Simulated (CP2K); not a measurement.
Runs of CP2K 2026.2 on EuO. The structure is cubic, space group Fm-3m (No. 225). Conventional cell: a = 5.144 Å, b = 5.144 Å, c = 5.144 Å, α = 90.00°, β = 90.00°, γ = 90.00°. Eu (site symmetry m-3m) has 6 O at 2.57 Å as nearest neighbours. Around O (site symmetry m-3m) lie 6 Eu at 2.57 Å. 

| level | potentials or basis | smearing | NGRIDS | points a segment of the path (NPOINTS) | bands added on the path | CUTOFF of the grids | pressure (GPa) | moment (μB) |
| --- | --- | --- | --- | --- | --- | --- | --- | --- |
| r2SCAN | POTENTIAL_UZH Eu GTH-SCAN-q17, O GTH-SCAN-q6; DZVP-MOLOPT-SR-GTH, DZVP-MOLOPT-SCAN-GTH basis | fermi-dirac 0.05 eV | 4 | 8 | 2 | 850 Ry | -0.4 | 7.00 |
| LDA | GTH_POTENTIALS Eu GTH-PADE-q17, O GTH-PADE-q6; DZVP-MOLOPT-SR-GTH, DZVP-MOLOPT-PBE-GTH basis | fermi-dirac 0.05 eV | 4 | 6 | 6 | 600 Ry | -7.5 | 7.00 |
| PBE | GTH_POTENTIALS Eu GTH-PBE-q17; POTENTIAL_UZH O GTH-PBE-q6; DZVP-MOLOPT-SR-GTH, DZVP-MOLOPT-PBE-GTH basis | fermi-dirac 0.1 eV | 5 | 10 | 4 | 600 Ry | 2.2 | 7.00 |
| PBEsol | GTH_POTENTIALS Eu GTH-PBE-q17; POTENTIAL_UZH O GTH-PBE-q6; DZVP-MOLOPT-SR-GTH, DZVP-MOLOPT-PBE-GTH basis | fermi-dirac 0.05 eV | 4 | 6 | 2 | 600 Ry | (a) | 7.00 |

Alike in all rows: task band structure; spin collinear, ferromagnetic start; cell as given; k mesh 9 × 9 × 9.

Problem. Fill in the values left out.

Solution. (a) -2.7.

Caveats: the basis of atomic orbitals isn't converged, which shifts pressures, moduli and gaps; the total moment is fixed, so each spin has its own Fermi level; a cell with one magnetic atom can't hold antiferromagnetic order, which such compounds often take; the potentials were made for another functional, which shifts forces and pressure (some runs).
